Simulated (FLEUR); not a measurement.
NaI:

```xyz
2
Lattice="0.0000 3.2364 3.2364 3.2364 0.0000 3.2364 3.2364 3.2364 0.0000" Properties=species:S:1:pos:R:3 pbc="T T T"
I     3.2364    3.2364    3.2364
Na    0.0000    0.0000    0.0000
```

Base run:

- Program: FLEUR MaX-R8.1 (later development tree)
- Functional: PBEsol
- Potentials or basis: all-electron
- Basis: FLAPW
- Kmax: 4.1 1/bohr
- k mesh: 7 × 7 × 7
- Occupations: fermi-dirac, width 0.05 eV
- Spin: no spin polarisation

Its results: band gap on the k mesh 3.51 eV, direct.

The run is repeated on the same cell with these changes: functional from PBEsol to r2SCAN. What comes out?

Band gap on the k mesh 4.40 eV, direct.

r2SCAN gives the wider gap, since meta-GGAs in the generalised Kohn-Sham scheme recover part of the derivative discontinuity.

Caveats: spin-orbit coupling is left out, which moves the levels of the heavy elements; the meta-GGA is that of a development version, with a GGA for the radial functions and cores and without core tails (some runs).
